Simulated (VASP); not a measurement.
Input of a VASP 6.6.1 run:

INCAR

```
SYSTEM = BaF2
ALGO = Normal
EDIFF = 1E-6
ENCUT = 700
GGA = PE
ISIF = 2
ISMEAR = 0
LASPH = .TRUE.
LCHARG = .TRUE.
LREAL = .FALSE.
LVHAR = .TRUE.
LWAVE = .FALSE.
NELM = 60
PREC = Accurate
SIGMA = 0.02
```

Contents of KPOINTS:

```
k-points
0
G
  8 8 8
  0 0 0
```

Contents of POSCAR:

```
BaF2                                    
1.0
    0.0000000000      3.1387624347      3.1387624347
    3.1387624347     -0.0000000000      3.1387624347
    3.1387624347      3.1387624347     -0.0000000000
  Ba              F             
     1     2
Direct
     0.0000000000000000    0.0000000000000000    0.0000000000000000
     0.2500000000000000    0.2500000000000000    0.2500000000000000
     0.7500000000000000    0.7500000000000000    0.7500000000000000
```

Potentials or basis: VASP PAW PBE potentials, release 64 (Ba_sv, F).

The run is started by

```bash
$ cat potpaw_PBE.64/Ba_sv/POTCAR potpaw_PBE.64/F/POTCAR > POTCAR
$ mpirun -np 1 vasp_std > vasp.out
```

Task: Estimate the pressure.

Result: 0.0 GPa.

Task: Estimate the band gap on the k mesh.

Result: 6.61 eV, indirect (least direct gap 6.67 eV).

Caveat: spin-orbit coupling is left out, which moves the levels of the heavy elements. A k mesh can miss the band edges.
